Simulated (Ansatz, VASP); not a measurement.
## BeS: VASP beside Ansatz

```xyz
2
Lattice="0.0000 2.4250 2.4250 2.4250 0.0000 2.4250 2.4250 2.4250 0.0000" Properties=species:S:1:pos:R:3 pbc="T T T"
Be    0.0000    0.0000    0.0000
S     3.6375    3.6375    3.6375
```

Alike in both runs: task single point; functional PBE; k mesh 6 × 6 × 6; occupations gaussian, width 0.1 eV; no spin polarisation.

```csv
,VASP,Ansatz
version,VASP 6.6.1,Ansatz 0.2.0
potentials or method,"VASP PAW PBE potentials, release 64 (Be, S)","scalar-relativistic, plane waves, PAW"
plane-wave cutoff (eV),520,420
valence electrons in the cell,8,8
```

```tsv
	VASP	Ansatz	Ansatz less VASP
gap on the k mesh at the Fermi level (eV)	3.11	3.11	-0.001
least direct gap on the mesh (eV)	5.67	5.65	-0.018
pressure (GPa)	1.6	1.6	-0.02
```

A k mesh can miss the band edges.
